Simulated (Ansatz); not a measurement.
# HPt16: the cost of one run

Program: Ansatz 0.2.0. Level of theory: DFT PBE, scalar-relativistic, plane waves, PAW. These are calculated values, not measurements.

## 1. The starting structure

Symmetry: P1, No. 1, triclinic system. Conventional cell: a = 5.549 Å, b = 5.549 Å, c = 19.797 Å, α = 90.00°, β = 90.00°, γ = 120.00°. Pt (site symmetry 1) is surrounded by 9 Pt at 2.77 Å. Around Pt (site symmetry 1) lie 12 Pt at 2.77 Å. Only part of the 17 independent sites is listed.

Coordinates:

```cif
data_structure
_symmetry_space_group_name_H-M 'P 1'
_symmetry_Int_Tables_number 1
_cell_length_a 5.5494
_cell_length_b 5.5494
_cell_length_c 19.7966
_cell_angle_alpha 90.000
_cell_angle_beta 90.000
_cell_angle_gamma 60.000
_cell_volume 527.97
loop_
_atom_site_label
_atom_site_type_symbol
_atom_site_fract_x
_atom_site_fract_y
_atom_site_fract_z
_atom_site_occupancy
Pt1 Pt 0.00000 0.00000 0.32834 1
Pt2 Pt 0.50000 0.00000 0.32834 1
Pt3 Pt 0.00000 0.50000 0.32834 1
Pt4 Pt 0.50000 0.50000 0.32834 1
Pt5 Pt 0.16667 0.16667 0.44278 1
Pt6 Pt 0.66667 0.16667 0.44278 1
Pt7 Pt 0.16667 0.66667 0.44278 1
Pt8 Pt 0.66667 0.66667 0.44278 1
Pt9 Pt 0.83333 0.33333 0.55722 1
Pt10 Pt 0.33333 0.33333 0.55722 1
Pt11 Pt 0.83333 0.83333 0.55722 1
Pt12 Pt 0.33333 0.83333 0.55722 1
Pt13 Pt 0.00000 0.00000 0.67166 1
Pt14 Pt 0.50000 0.00000 0.67166 1
Pt15 Pt 0.00000 0.50000 0.67166 1
Pt16 Pt 0.50000 0.50000 0.67166 1
H1 H 0.00000 0.08333 0.69439 1
```

## 2. Single point: HPt16 slab, no spin

Input file input.yaml:

```yaml
crystal:
  lattice:
    - [5.54937402, 0.0, 0.0]
    - [2.77468701, 4.80589888, 0.0]
    - [0.0, 0.0, 19.79656737]
  atoms:
    - { symbol: Pt, position: [0.0, 0.0, 0.328339751] }
    - { symbol: Pt, position: [0.5, 0.0, 0.328339751] }
    - { symbol: Pt, position: [0.0, 0.5, 0.328339751] }
    - { symbol: Pt, position: [0.5, 0.5, 0.328339751] }
    - { symbol: Pt, position: [0.1666666667, 0.1666666667, 0.442779917] }
    - { symbol: Pt, position: [0.6666666667, 0.1666666667, 0.442779917] }
    - { symbol: Pt, position: [0.1666666667, 0.6666666667, 0.442779917] }
    - { symbol: Pt, position: [0.6666666667, 0.6666666667, 0.442779917] }
    - { symbol: Pt, position: [0.8333333333, 0.3333333333, 0.557220083] }
    - { symbol: Pt, position: [0.3333333333, 0.3333333333, 0.557220083] }
    - { symbol: Pt, position: [0.8333333333, 0.8333333333, 0.557220083] }
    - { symbol: Pt, position: [0.3333333333, 0.8333333333, 0.557220083] }
    - { symbol: Pt, position: [0.0, 0.0, 0.671660249] }
    - { symbol: Pt, position: [0.5, 0.0, 0.671660249] }
    - { symbol: Pt, position: [0.0, 0.5, 0.671660249] }
    - { symbol: Pt, position: [0.5, 0.5, 0.671660249] }
    - { symbol: H, position: [0.0, 0.0833333333, 0.6943914626] }
scf:
  occupations: { method: gaussian, width: 0.1 }
output:
  forces: true
  stress: false
hamiltonian:
  xc: pbe
kpoints:
  mp_grid: { grid: [6, 6, 1] }
```

Launch:

```console
$ ansatz run input.yaml --threads 8 --pin off --max-ram 24576MiB --backend cpu --events-out ev --progress --plain --runs-dir out
```

Q: Estimate wall time and peak memory on 8 threads of Intel Xeon Platinum 8259CL at 2.50GHz (Skylake/Cascade Lake), shared host.

About 2.5 min, with a peak of 3.9 GiB.
